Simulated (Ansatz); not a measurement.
# SnSe under changes of volume

One of the cells (26.676 Å³/atom); the others are scaled copies at fixed shape and fractional positions:

```
CELL_PARAMETERS angstrom
11.42000 0.00000 0.00000
0.00000 4.19000 0.00000
0.00000 0.00000 4.46000
ATOMIC_POSITIONS crystal
Sn 0.87700 0.75000 0.90900
Sn 0.62300 0.25000 0.40900
Sn 0.37700 0.75000 0.59100
Sn 0.12300 0.25000 0.09100
Se 0.64300 0.75000 0.98400
Se 0.85700 0.25000 0.48400
Se 0.14300 0.75000 0.51600
Se 0.35700 0.25000 0.01600
```

| Property | Result |
| --- | --- |
| Program | Ansatz 0.2.0 |
| Functional | BLYP |
| Potentials or basis | Ansatz PAW |
| Cutoff | 420 eV (not typed: the program's choice for these potentials) |
| k mesh | 3 × 6 × 6 |
| Occupations | fermi-dirac, width 0.05 eV |
| Spin | no spin polarisation |

```tsv
volume (Å³/atom)	energy over the lowest point (meV/atom)	pressure (GPa)	gap on the mesh (eV)	largest force (eV/Å)
25.076	133.96	11.1	0.63	0.758
25.609	99.82	9.4	0.64	0.612
26.143	71.03	7.9	0.65	0.478
26.676	47.08	6.5	0.66	0.358
27.210	27.52	5.3	0.68	0.256
27.743	?	?	?	?
28.277	0.00	3.1	0.71	0.175
```

**Question.** What does the run at 27.743 Å³/atom give?

**Answer.** Energy over the lowest point 11.95 meV/atom; pressure 4.1 GPa; gap on the mesh 0.69 eV; largest force 0.187 eV/Å.

Worked out: A Birch-Murnaghan fit of order 3 (a polynomial in V^(-2/3)) to the other rows has no minimum within the range. It gives 11.97 meV/atom at 27.743 Å³/atom, against the run's 11.95, and -dE/dV = 4.1 GPa, against 4.1. A straight line through the other rows of the gap, of slope 0.669 eV per unit of ln V, gives 0.69 eV, against the run's 0.69.

Energies are extrapolated to zero smearing.

Caveats: odd divisions of the mesh miss points on the zone boundary, where band edges often lie, so the gap on the mesh can be too wide; spin-orbit coupling is left out, which moves the levels of the heavy elements; the PAW data sets come from PBE, with cores solved anew for the run's functional, which leaves a small shift of forces and pressure; this functional lacks dispersion, which binds the layers, so the pressure and a relaxed spacing across them are unreliable (some runs).

A mesh can miss the band edges.
